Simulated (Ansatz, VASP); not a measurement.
## Sb in VASP and in Ansatz

```
Sb
1.0
    -1.89597    1.89597    1.89597
     1.89597   -1.89597    1.89597
     1.89597    1.89597   -1.89597
Sb
1
Direct
  0.00000 0.00000 0.00000
```

Change from the starting cell: volume scaled by 1.04.

Alike in both runs: task single point; functional PBE; k mesh 10 × 10 × 10; occupations fermi-dirac, width 0.05 eV; no spin polarisation.

|  | VASP | Ansatz |
| --- | --- | --- |
| version | VASP 6.6.1 | Ansatz 0.2.0 |
| potentials or method | VASP PAW PBE potentials, release 64 (Sb), cutoff 520 eV | all-electron LAPW, scalar-relativistic |

Ansatz gave:

```
gap on the k mesh at the Fermi level (eV) : none
pressure (GPa)                            : 0.5
```

**Question.** Estimate VASP's values.

**Answer.** gap on the k mesh at the Fermi level (eV): none; pressure (GPa): 0.4.

A gap of «none» marks a metal or a gap that the smearing closes. Ansatz ran all-electron here, so the differences hold the error of VASP's frozen core and of both bases.

Spin-orbit coupling is left out, which matters for the levels of Sb.
